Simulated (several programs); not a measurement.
**What each method gives for SrO (NiAs type)**

SrO (NiAs type), relaxed with r2SCAN in Ansatz, was computed with several methods. Space group P6_3/mmc (No. 194), hexagonal; conventional cell a = 3.563 Å, c = 6.255 Å, 17.19 Å³ an atom. Sr is surrounded by 6 O at 2.58 Å; O is surrounded by 6 Sr at 2.58 Å. No spin polarisation and no zero-point or thermal motion; the cell was built from a prototype and may be hypothetical.

```cif
data_structure
_symmetry_space_group_name_H-M 'P 1'
_symmetry_Int_Tables_number 1
_cell_length_a 3.5632
_cell_length_b 3.5632
_cell_length_c 6.2551
_cell_angle_alpha 90.000
_cell_angle_beta 90.000
_cell_angle_gamma 120.000
_cell_volume 68.78
loop_
_atom_site_label
_atom_site_type_symbol
_atom_site_fract_x
_atom_site_fract_y
_atom_site_fract_z
_atom_site_occupancy
Sr1 Sr 0.00000 0.00000 0.00000 1
Sr2 Sr 0.00000 0.00000 0.50000 1
O1 O 0.33333 0.66667 0.25000 1
O2 O 0.66667 0.33333 0.75000 1
```

Gaps and times are for a single point on this cell; volume and bulk modulus come from each method's own relaxation or energy curve at fixed shape, which is too stiff where a cell has free coordinates or axes. Times are rough, from shared hosts (Arm Neoverse V1), and each method has its own mesh and cell size. A dagger marks a closed or tiny gap in a crystal that DFT finds insulating: a failure of the method or a wrong SCF state. A double dagger marks a value from a curve with shape and coordinates held. A star marks a curve whose lowest point is an end point. PM6 (MOPAC), PM7 (MOPAC), GFN1-xTB (tblite), GFN2-xTB (tblite) treat a cluster of cells at its zone centre, which samples few k points: where these miss a band edge, the gap comes out too large for that reason alone. Gaps from k meshes are read at a limited set of points (mesh, symmetry points, PBE's band edges), so each method's own least gap may be somewhat smaller. xTB and the PM methods were fitted mostly to molecules, and can miss a solid's gap by electronvolts. Minimal bases can be far off for gaps. Times of the plane-wave ladder aren't listed, since it ran on unlike processors and cards. GLLB-SC's gap includes the derivative discontinuity. d marks a direct gap, i an indirect one (no mark: not told apart), a dash a value that wasn't computed or didn't pass its checks.

| method | kind | gap (eV) | own volume (Å³/atom) | bulk modulus (GPa) | atoms computed | processor time |
| --- | --- | --- | --- | --- | --- | --- |
| PBEsol | semilocal | – | 16.83 | – | 4 | – |
| light PBE (260 eV and a coarse mesh) | light plane-wave | 3.37 i | – | – | 4 | 1.2 s |
| PM7 (MOPAC) | semi-empirical | 7.37 | – | – | cluster | 3.3 s |
| PM6 (MOPAC) | semi-empirical | 2.51 | – | – | cluster | 4.1 s |
| PBE | semilocal | 3.44 d | 17.59 | 81‡ | 4 | – |
| GFN1-xTB (tblite) | tight binding | 5.90 | – | – | cluster | 7.7 s |
| LDA | semilocal | 3.27 d | 16.24 | – | 4 | – |
| GFN2-xTB (tblite) | tight binding | 0.00† | 15.60*‡ | 76*‡ | cluster | 9.7 s |
| PBE/SZV (CP2K) | small basis | 0.09 d | – | – | 4 | 9.9 s |
| r2SCAN | semilocal | 3.98 d | 17.19 | 90‡ | 4 | – |
| PBE/DZVP (CP2K) | small basis | 3.30 d | 17.83‡ | 82‡ | 4 | 22 s |
| PBE+SOC | semilocal | 3.42 d | – | – | 4 | – |
| GLLB-SC (GPAW) | model potential | 6.90 | – | – | 4 | 74 s |
| PBE0 | hybrid | 5.67 d | – | – | 4 | – |
| HSE06 | hybrid | 4.95 d | 17.15 | – | 4 | – |
| Hartree-Fock | exact exchange | 13.08 d | – | – | 4 | – |
| DDH-PBE0 | hybrid | 5.77 d | – | – | 4 | – |
| r2SCANh | hybrid | 4.79 d | – | – | 4 | – |
| HSE06+SOC | hybrid | 4.93 d | – | – | 4 | – |

Against HSE06 (4.95 eV) and with closed or daggered gaps left aside, the nearest gap at the points sampled is that of HSE06+SOC (-0.02 eV) and the farthest that of Hartree-Fock (+8.13 eV). HSE06 is only a yardstick of convenience: for gaps this wide it usually falls short of measured ones, so a larger value can be the better one.

Volumes against r2SCAN's: PBEsol -2.1 %, PBE +2.3 %, LDA -5.6 %, HSE06 -0.3 %.

Runs without a result: PBE/single zeta (GPAW) (single point, out of time).

Only the rows marked +SOC include spin-orbit coupling.
